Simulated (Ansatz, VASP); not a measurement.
## One calculation of BiTe, two programs

```xyz
2
Lattice="0.0000 3.5608 3.5608 3.5608 0.0000 3.5608 3.5608 3.5608 0.0000" Properties=species:S:1:pos:R:3 pbc="T T T"
Bi    0.0000    0.0000    0.0000
Te    1.7804    1.7804    1.7804
```

Alike in both runs: task single point; functional PBEsol; k mesh 8 × 8 × 8; occupations gaussian, width 0.05 eV; no spin polarisation.

```csv
,VASP,Ansatz
version,VASP 6.6.1,Ansatz 0.2.0
potentials or method,"VASP PAW PBE potentials, release 64 (Bi_d, Te)","scalar-relativistic, plane waves, PAW"
plane-wave cutoff (eV),520,420
valence electrons in the cell,21,31
```

|  | VASP | Ansatz | Ansatz less VASP |
| --- | --- | --- | --- |
| pressure (GPa) | 0.0 | 0.0 | +0.02 |

The two sets of potentials don't hold the same shells in valence.

Caveats: the PAW data sets were made with another functional, which shifts forces and pressure a little (VASP).
